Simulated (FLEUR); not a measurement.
A run of FLEUR MaX-R8.1 (later development tree) is set up as follows.

The input inp.xml:

```xml
<?xml version="1.0" encoding="UTF-8" standalone="no"?>
<fleurInput fleurInputVersion="0.39">
   <comment>
      MnO                                                                                                 
   </comment>
   <calculationSetup>
      <cutoffs Kmax="4.58" Gmax="14.2" GmaxXC="14.2" numbands="0"/>
      <scfLoop itmax="60" minDistance="0.00001" maxIterBroyd="15" imix="Anderson" alpha="0.05" precondParam="0.0" spinf="2.0" sdNocoIR="T"/>
      <coreElectrons ctail="T" frcor="F" kcrel="0" coretail_lmax="0"/>
      <xcFunctional name="pbe" relativisticCorrections="F"/>
      <magnetism jspins="2"/>
      <soc l_soc="F" theta="0.0" phi="0.0" spav="F"/>
      <expertModes spex="0" secvar="F"/>
      <geometryOptimization l_f="T" forcealpha="1.0" forcemix="BFGS" epsdisp="0.0005" epsforce="0.0002"/>
      <ldaU l_linMix="F" mixParam="0.05" spinf="1.0"/>
   </calculationSetup>
   <cell>
      <bzIntegration valenceElectrons="21.0" mode="hist" fermiSmearingEnergy="0.00183747">
         <kPointListSelection listName="default-1"/>
         <!-- k-points included here -->
         <xi:include xmlns:xi="http://www.w3.org/2001/XInclude" href="kpts.xml"> </xi:include>
      </bzIntegration>
      <!-- symmetry operations included here -->
      <xi:include xmlns:xi="http://www.w3.org/2001/XInclude" href="sym.xml"> </xi:include>
      <bulkLattice scale="1.0">
         <bravaisMatrix>
            <row-1>    0.0000000000000000     4.2025764846803328     4.2025764846803328</row-1>
            <row-2>    4.2025764846803328     0.0000000000000000     4.2025764846803328</row-2>
            <row-3>    4.2025764846803328     4.2025764846803328     0.0000000000000000</row-3>
         </bravaisMatrix>
      </bulkLattice>
   </cell>
   <atomSpecies>
      <species name="Manganese 5.500" element="Mn" atomicNumber="25">
         <mtSphere radius="2.14" gridPoints="731" logIncrement="0.017"/>
         <atomicCutoffs lmax="9" lnonsphr="9"/>
         <electronConfig flipSpins="F">
            <coreConfig>(1s1/2) (2s1/2) (2p1/2) (2p3/2)</coreConfig>
            <valenceConfig>(3s1/2) (3p1/2) (3p3/2) (4s1/2) (3d3/2) (3d5/2)</valenceConfig>
            <stateOccupation state="(3d3/2)" spinUp="2.0" spinDown="0.0"/>
            <stateOccupation state="(3d5/2)" spinUp="3.0" spinDown="0.0"/>
         </electronConfig>
         <energyParameters s="4" p="4" d="3" f="4"/>
         <lo type="SCLO" l="0" n="3" eDeriv="0"/>
         <lo type="SCLO" l="1" n="3" eDeriv="0"/>
         <lo type="SCLO" l="1" n="3" eDeriv="1"/>
         <lo type="SCLO" l="2" n="3" eDeriv="2"/>
         <lo type="SCLO" l="3" n="4" eDeriv="2"/>
      </species>
      <species name="Oxygen (O)" element="O" atomicNumber="8">
         <mtSphere radius="1.64" gridPoints="559" logIncrement="0.019"/>
         <atomicCutoffs lmax="8" lnonsphr="8"/>
         <electronConfig flipSpins="F">
            <coreConfig>(1s1/2)</coreConfig>
            <valenceConfig>(2s1/2) (2p1/2) (2p3/2)</valenceConfig>
            <stateOccupation state="(2p1/2)" spinUp="0.666667" spinDown="0.666667"/>
            <stateOccupation state="(2p3/2)" spinUp="1.333333" spinDown="1.333333"/>
         </electronConfig>
         <energyParameters s="2" p="2" d="3" f="4"/>
         <lo type="SCLO" l="0" n="2" eDeriv="2"/>
         <lo type="SCLO" l="1" n="2" eDeriv="2"/>
         <lo type="SCLO" l="2" n="3" eDeriv="2"/>
      </species>
   </atomSpecies>
   <atomGroups>
      <atomGroup species="Manganese 5.500">
         <relPos label="                   1">.0000000000 .0000000000 .0000000000</relPos>
         <force calculate="T" relaxXYZ="TTT"/>
      </atomGroup>
      <atomGroup species="Oxygen (O)">
         <relPos label="                   2">1.000/2.000 1.000/2.000 1.000/2.000</relPos>
         <force calculate="T" relaxXYZ="TTT"/>
      </atomGroup>
   </atomGroups>
   <output dos="F" band="F" slice="F">
      <checks vchk="F" cdinf="F"/>
      <bandDOS minEnergy="-.5*Htr" maxEnergy="0.5*Htr" sigma="0.015" storeEVData="T"/>
      <vacuumDOS vacdos="F" integ="F" star="F" nstars="0" locx1="0.0" locy1="0.0" locx2="0.0" locy2="0.0" nstm="0" tworkf="0.0"/>
      <unfoldingBand unfoldBand="F" supercellX="1" supercellY="1" supercellZ="1"/>
      <plotting iplot="0" polar="F">
         <plot TwoD="T" vec1="  1.0  0.0  0.0" vec2="  0.0  1.0  0.0" vec3="  0.0  0.0  1.0" zero="  0.0  0.0  0.0" file="plot"/>
      </plotting>
      <chargeDensitySlicing numkpt="0" minEigenval="0.0" maxEigenval="0.0" nnne="0" pallst="F"/>
      <specialOutput eonly="F"/>
      <moessbauerParams electricFieldGradient="T" isomerShift="T" coreHyperfine="T" valenceHyperfine="T"/>
      <magneticCircularDichroism mcd="F" energyLo="-10.0" energyUp="0.0"/>
   </output>
  <!-- We include the file relax.xml here to enable relaxations (see documentation) -->
  <xi:include xmlns:xi="http://www.w3.org/2001/XInclude" href="relax.xml"> <xi:fallback/> </xi:include>
</fleurInput>
```

File crystal.txt:

```
MnO
&input cartesian=F /
0.0000000000  2.2239077028  2.2239077028
2.2239077028  0.0000000000  2.2239077028
2.2239077028  2.2239077028  0.0000000000
1.8897261246
1.0 1.0 1.0

2
25 0.0000000000  0.0000000000  0.0000000000 : 5.500
8 0.5000000000  0.5000000000  0.5000000000

&kpt div1=10 div2=10 div3=10 gamma=T /
```

Potentials or basis: all-electron, FLAPW.

Run with:

```console
$ inpgen -f crystal.txt -profile fastHighL
$ # inp.xml edited to the form shown
$ fleur_MPI
```

(1) Predict the band gap on the k mesh.

(2) Estimate the net moment.

(3) Estimate the site moments.

## Answers

(1) none (metal or under the smearing width).

(2) 4.79 μB per cell.

(3) Mn +4.26; O +0.22 μB.

Caveat: a cell with one magnetic atom can't hold antiferromagnetic order, which such compounds often take; semilocal functionals often make such compounds metallic where correlation or magnetic order opens a gap, which also shifts bond lengths.
